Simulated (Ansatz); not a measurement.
## AlNi3: do energies and stresses tell the same story?

These are results of DFT PBE, scalar-relativistic, plane waves, PAW in Ansatz 0.2.0, not measurements.

Plane waves to 420 eV, a k mesh through Γ of 14×14×14 on the computed 4-atom cell and Gaussian smearing (0.10 eV); no spin polarisation.

Relaxed cell: Fm-3m, a = 5.672 Å, b = 5.672 Å, c = 5.672 Å, α = 90.00°, β = 90.00°, γ = 90.00°, 4 atoms in the primitive cell. Whether it is the stable form of this composition wasn't checked.

Energies at zero smearing and pressures from the stress tensor, at volumes with shape and atoms relaxed:
```
V (Å³/atom) E − E(first) (meV/atom) P (GPa)
     10.038                     0.00    30.70
     10.380                   -54.80    20.98
     10.722                   -90.52    12.78
     11.065                  -110.13     5.86
     11.407                  -116.12     0.00
     11.749                  -110.58    -4.96
     12.091                   -95.31    -9.15
     12.548                   -62.38   -13.73
```

Q: Check P = −dE/dV between neighbouring volumes, and get the bulk modulus from the pressures alone.

A: With 1 eV/Å³ = 160.2 GPa:
```csv
middle V (Å³/atom),−ΔE/ΔV (GPa),mean P (GPa)
10.209,25.658,25.839
10.551,16.723,16.883
10.894,9.180,9.320
11.236,2.803,2.926
11.578,-2.592,-2.481
11.920,-7.149,-7.052
12.319,-11.563,-11.438
```

The two differ by 0.18 GPa at most. The mean of two end pressures misses the average over a step by about ΔV² P″/12, up to 0.14 GPa here; with that taken off 0.05 GPa remains. The stress is the derivative of the free energy, not of the energy at zero smearing, and with free energies 0.00 GPa remains. Around V = 11.407 Å³/atom, the two neighbours give B = −V ΔP/ΔV = 11.407 × 10.81 / 0.684 = 180.2 GPa, against B0 = 179.4 GPa from the Birch–Murnaghan fit of the energies.

A ferromagnetic start lost its moments in a first run, so spin was left out; other magnetic orders weren't tried.